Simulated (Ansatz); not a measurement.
# Eigenvalues along a path: Rh (omega type)

```xyz
3
Lattice="4.3406 0.0000 0.0000 -2.1703 3.7590 0.0000 0.0000 0.0000 2.6577" Properties=species:S:1:pos:R:3 pbc="T T T"
Rh    0.0000    0.0000    0.0000
Rh    0.0000    2.5060    1.3288
Rh    2.1703    1.2530    1.3288
```

The cell comes from a relaxation on PAW files under the same functional, begun from a prototype that needn't be the stable phase.

Level of theory: DFT with PBE, scalar-relativistic, in Ansatz 0.2.0; a Γ-centred 8×8×11 k mesh, Fermi–Dirac smearing of 0.08 eV, no spin polarisation. LAPW: all electrons, basis error target 1 meV/atom.

Path points, in fractions of the reciprocal vectors: Γ (0.000, 0.000, 0.000), M (0.500, 0.000, 0.000), K (0.333, 0.333, 0.000), A (0.000, 0.000, 0.500), L (0.500, 0.000, 0.500), H (0.333, 0.333, 0.500). Levels in eV from the Fermi level; bands 37 to 57, counted from the lowest band of the run. The gap is zero, the pressure -0.06 GPa.

```
# k(1/Å) point b37 b38 b39 b40 b41 b42 b43 b44 b45 b46 b47 b48 b49 b50 b51 b52 b53 b54 b55 b56 b57
0.000 Γ -7.63 -5.58 -3.49 -3.45 -3.45 -3.42 -3.42 -3.13 -2.36 -2.36 -1.57 -1.57 -1.49 -1.49 0.72 0.72 8.23 8.23 8.25 8.25 8.93
0.119 - -7.56 -5.55 -3.87 -3.74 -3.55 -3.25 -3.04 -2.96 -2.39 -2.29 -1.76 -1.74 -1.28 -1.27 0.65 0.71 6.90 7.10 8.63 9.39 9.45
0.239 - -7.35 -5.48 -4.34 -3.97 -3.71 -3.27 -2.71 -2.57 -2.49 -2.10 -1.96 -1.87 -1.03 -0.97 0.44 0.67 5.51 5.99 8.60 10.05 10.55
0.358 - -7.02 -5.39 -4.75 -4.12 -3.90 -3.35 -2.65 -2.57 -2.13 -2.01 -1.93 -1.84 -0.78 -0.67 0.13 0.61 4.18 4.90 8.61 10.87 11.68
0.478 - -6.60 -5.42 -4.93 -4.20 -4.10 -3.49 -2.83 -2.57 -2.27 -1.90 -1.51 -1.37 -0.53 -0.38 -0.24 0.53 2.95 3.85 8.65 11.92 12.77
0.597 - -6.14 -5.60 -4.83 -4.29 -4.22 -3.68 -3.01 -2.65 -2.38 -1.79 -1.10 -0.67 -0.63 -0.30 -0.15 0.41 1.86 2.85 8.71 13.15 13.72
0.716 - -5.91 -5.51 -4.82 -4.35 -4.22 -3.90 -3.14 -2.75 -2.44 -1.60 -1.00 -0.62 -0.09 0.01 0.10 0.27 0.94 1.90 8.75 14.40 14.49
0.836 M -5.93 -5.19 -5.03 -4.22 -4.21 -4.10 -3.19 -2.80 -2.46 -1.36 -1.30 -0.23 0.06 0.10 0.11 0.40 0.79 1.15 8.76 14.65 15.30
0.905 - -5.93 -5.21 -5.04 -4.23 -4.14 -4.12 -3.13 -2.79 -2.45 -1.37 -1.32 -0.24 0.07 0.11 0.12 0.38 0.78 1.06 8.89 14.58 15.33
0.974 - -5.94 -5.27 -5.07 -4.23 -4.16 -4.01 -2.95 -2.76 -2.41 -1.42 -1.36 -0.26 0.08 0.13 0.15 0.31 0.76 0.79 9.24 14.40 15.28
1.043 - -5.97 -5.31 -5.12 -4.21 -4.19 -3.87 -2.71 -2.67 -2.34 -1.49 -1.44 -0.30 0.09 0.16 0.18 0.21 0.39 0.71 9.77 14.12 14.84
1.111 - -6.00 -5.33 -5.18 -4.21 -4.19 -3.78 -2.51 -2.42 -2.25 -1.57 -1.52 -0.34 -0.09 0.09 0.12 0.19 0.21 0.65 10.42 13.78 14.40
1.180 - -6.04 -5.32 -5.23 -4.21 -4.16 -3.74 -2.27 -2.13 -2.10 -1.66 -1.62 -0.60 -0.38 -0.05 0.15 0.22 0.23 0.58 11.16 13.42 13.96
1.249 - -6.06 -5.30 -5.26 -4.19 -4.15 -3.74 -2.00 -1.99 -1.79 -1.75 -1.71 -1.10 -0.39 -0.19 0.18 0.23 0.24 0.51 11.92 13.08 13.51
1.318 K -6.07 -5.28 -5.28 -4.17 -4.17 -3.74 -1.87 -1.81 -1.80 -1.80 -1.51 -1.51 -0.32 -0.32 0.22 0.22 0.23 0.47 12.37 13.07 13.07
1.456 - -6.04 -5.33 -5.26 -4.30 -4.09 -3.70 -2.40 -2.00 -1.96 -1.50 -1.44 -1.27 -0.58 0.13 0.14 0.25 0.31 0.75 11.79 12.19 14.48
1.594 - -6.02 -5.50 -5.13 -4.53 -4.00 -3.57 -2.77 -2.09 -2.07 -1.66 -1.45 -0.99 -0.92 -0.04 -0.04 0.41 1.28 1.58 11.05 11.36 15.08
1.732 - -6.35 -5.44 -4.92 -4.75 -3.89 -3.41 -2.82 -2.13 -2.10 -1.91 -1.77 -1.33 -0.52 -0.29 -0.29 0.50 2.52 2.71 10.34 10.60 14.15
1.870 - -6.84 -5.36 -4.71 -4.63 -3.77 -3.29 -2.71 -2.20 -2.14 -2.08 -2.07 -1.71 -0.59 -0.59 -0.05 0.59 3.87 3.99 9.70 9.95 12.87
2.008 - -7.26 -5.45 -4.36 -4.27 -3.65 -3.24 -2.57 -2.56 -2.50 -2.03 -1.97 -1.96 -0.92 -0.91 0.35 0.66 5.29 5.37 9.19 9.46 11.43
2.145 - -7.53 -5.54 -3.89 -3.87 -3.53 -3.24 -3.00 -2.91 -2.40 -2.27 -1.78 -1.78 -1.23 -1.23 0.62 0.70 6.78 6.82 8.84 9.08 9.93
2.283 Γ -7.63 -5.58 -3.49 -3.45 -3.45 -3.42 -3.42 -3.13 -2.36 -2.36 -1.57 -1.57 -1.49 -1.49 0.72 0.72 8.23 8.23 8.25 8.25 8.93
2.452 - -7.49 -5.44 -3.56 -3.56 -3.52 -3.52 -3.31 -3.00 -2.47 -2.47 -1.49 -1.49 -1.38 -1.38 0.65 0.65 8.37 8.37 8.39 8.39 8.94
2.621 - -7.11 -5.07 -3.89 -3.89 -3.79 -3.79 -2.77 -2.60 -2.59 -2.59 -1.52 -1.52 -1.05 -1.05 0.50 0.50 8.69 8.69 8.84 8.84 8.98
2.790 - -6.53 -4.52 -4.35 -4.35 -4.13 -4.13 -2.61 -2.61 -1.93 -1.92 -1.63 -1.63 -0.73 -0.73 0.36 0.36 9.06 9.12 9.12 9.46 9.46
2.959 - -5.86 -4.81 -4.81 -4.48 -4.48 -3.90 -2.57 -2.57 -1.81 -1.81 -0.99 -0.88 -0.45 -0.45 0.30 0.30 8.18 9.44 9.57 9.57 9.57
3.128 - -5.20 -5.18 -5.18 -4.78 -4.78 -3.37 -2.53 -2.53 -2.02 -2.02 -0.24 -0.24 0.18 0.21 0.30 0.30 6.47 9.58 9.91 9.95 9.95
3.297 - -5.42 -5.42 -4.97 -4.97 -4.69 -3.04 -2.49 -2.49 -2.17 -2.17 -0.10 -0.10 0.33 0.33 1.09 1.54 4.80 9.55 10.20 10.20 10.71
3.465 A -5.50 -5.50 -5.04 -5.04 -4.50 -2.94 -2.48 -2.48 -2.23 -2.23 -0.05 -0.05 0.34 0.34 1.45 2.72 3.53 9.52 10.28 10.28 11.29
3.585 - -5.48 -5.46 -5.20 -5.02 -4.27 -3.21 -2.48 -2.46 -2.26 -1.94 -0.06 -0.04 0.22 0.31 1.43 2.69 3.57 9.43 10.15 10.25 11.26
3.704 - -5.42 -5.40 -5.35 -4.98 -3.89 -3.60 -2.48 -2.40 -2.36 -1.51 -0.09 -0.06 -0.02 0.24 1.38 2.62 3.65 9.17 9.74 10.18 10.74
3.824 - -5.51 -5.32 -5.23 -4.93 -3.88 -3.61 -2.52 -2.48 -2.21 -1.24 -0.47 -0.01 0.02 0.12 1.32 2.57 3.72 8.71 9.18 10.11 10.29
3.943 - -5.52 -5.21 -5.19 -4.87 -3.92 -3.58 -2.69 -2.45 -1.86 -1.27 -0.79 -0.04 0.05 0.16 1.25 2.59 3.72 8.14 8.62 10.01 10.06
4.062 - -5.42 -5.26 -5.09 -4.82 -3.78 -3.70 -2.87 -2.40 -1.54 -1.47 -0.97 -0.20 0.08 0.35 1.17 2.69 3.65 7.60 8.16 9.85 10.06
4.182 - -5.35 -5.26 -4.99 -4.78 -4.04 -3.36 -3.00 -2.35 -1.89 -1.29 -0.89 -0.34 0.11 0.47 1.11 2.83 3.56 7.20 7.87 9.76 10.07
4.301 L -5.38 -5.17 -4.96 -4.77 -4.17 -3.17 -3.05 -2.33 -2.10 -1.29 -0.79 -0.39 0.12 0.51 1.09 2.89 3.52 7.05 7.77 9.74 10.07
4.370 - -5.43 -5.16 -4.89 -4.77 -4.15 -3.27 -2.93 -2.44 -2.10 -1.40 -0.67 -0.29 0.04 0.51 1.09 2.98 3.49 7.02 7.77 9.62 9.89
4.439 - -5.53 -5.10 -4.76 -4.74 -4.10 -3.41 -2.76 -2.69 -2.10 -1.65 -0.38 -0.16 -0.08 0.49 1.08 3.21 3.41 6.92 7.78 9.35 9.50
4.508 - -5.62 -5.02 -4.74 -4.57 -4.02 -3.53 -2.98 -2.58 -2.10 -1.94 -0.43 -0.01 0.15 0.47 1.07 3.27 3.55 6.73 7.80 9.05 9.08
4.577 - -5.70 -4.91 -4.71 -4.38 -3.96 -3.64 -3.23 -2.39 -2.25 -2.11 -0.73 0.36 0.37 0.45 1.05 3.08 3.94 6.46 7.83 8.69 8.81
4.646 - -5.76 -4.77 -4.66 -4.20 -4.02 -3.74 -3.33 -2.54 -2.21 -2.10 -1.03 0.43 0.53 0.72 1.04 2.86 4.36 6.11 7.88 8.38 8.64
4.715 - -5.80 -4.61 -4.59 -4.22 -4.05 -3.84 -3.23 -2.81 -2.09 -2.07 -1.27 0.41 0.64 0.99 1.05 2.65 4.81 5.70 7.94 8.16 8.55
4.784 H -5.81 -4.52 -4.45 -4.45 -3.93 -3.93 -3.05 -3.05 -2.04 -2.04 -1.38 0.41 0.68 1.08 1.08 2.56 5.26 5.26 8.02 8.02 8.52
4.921 - -5.77 -4.93 -4.28 -4.26 -4.14 -3.85 -3.29 -2.57 -2.32 -1.85 -1.14 0.43 0.57 0.59 1.17 2.85 4.35 6.15 8.00 8.24 8.62
5.059 - -5.64 -5.28 -4.40 -4.39 -4.02 -3.94 -3.09 -2.55 -2.00 -1.57 -0.78 -0.31 0.41 0.46 1.24 3.28 3.52 7.02 8.28 8.53 8.87
5.197 - -5.49 -5.49 -4.72 -4.63 -4.04 -3.78 -2.76 -2.59 -1.40 -1.31 -1.21 -0.47 0.26 0.43 1.28 2.90 3.58 7.81 8.77 8.89 9.28
5.335 - -5.54 -5.40 -5.03 -4.83 -4.00 -3.65 -2.52 -2.52 -1.96 -1.21 -0.80 -0.25 0.20 0.25 1.32 2.62 3.70 8.51 9.30 9.36 9.82
5.473 - -5.45 -5.42 -5.28 -4.95 -3.80 -3.72 -2.45 -2.39 -2.38 -1.41 -0.24 -0.12 0.05 0.24 1.37 2.61 3.67 9.06 9.74 9.90 10.49
5.611 - -5.47 -5.44 -5.23 -5.02 -4.21 -3.27 -2.47 -2.46 -2.27 -1.87 -0.06 -0.03 0.18 0.31 1.42 2.68 3.58 9.40 10.12 10.22 11.18
5.749 A -5.50 -5.50 -5.04 -5.04 -4.50 -2.94 -2.48 -2.48 -2.23 -2.23 -0.05 -0.05 0.34 0.34 1.45 2.72 3.53 9.52 10.28 10.28 11.29
```
